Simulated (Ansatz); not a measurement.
The system is YN.

```
Y N
1.0
     0.00000    2.43850    2.43850
     2.43850    0.00000    2.43850
     2.43850    2.43850    0.00000
Y N
1 1
Direct
  0.00000 0.00000 0.00000
  0.50000 0.50000 0.50000
```

Base run:

| Item | Value |
| --- | --- |
| Program | Ansatz 0.2.0 |
| Functional | PBE0 |
| Potentials or basis | all-electron PAW datasets made for the crystal |
| Cutoff | 310 eV |
| Density cutoff | 1240 eV |
| k mesh | 6 × 6 × 6 |
| Occupations | fermi-dirac, width 0.05 eV |
| Spin | no spin polarisation |

Its results: band gap on the k mesh 1.73 eV, indirect (least direct gap 2.20 eV).

The run is repeated on the same cell with these changes: functional from PBE0 to HSE06. What comes out?

Band gap on the k mesh 1.07 eV, indirect (least direct gap 1.53 eV).

A k mesh can miss the band edges.

Not every run made on this cell is shown here.
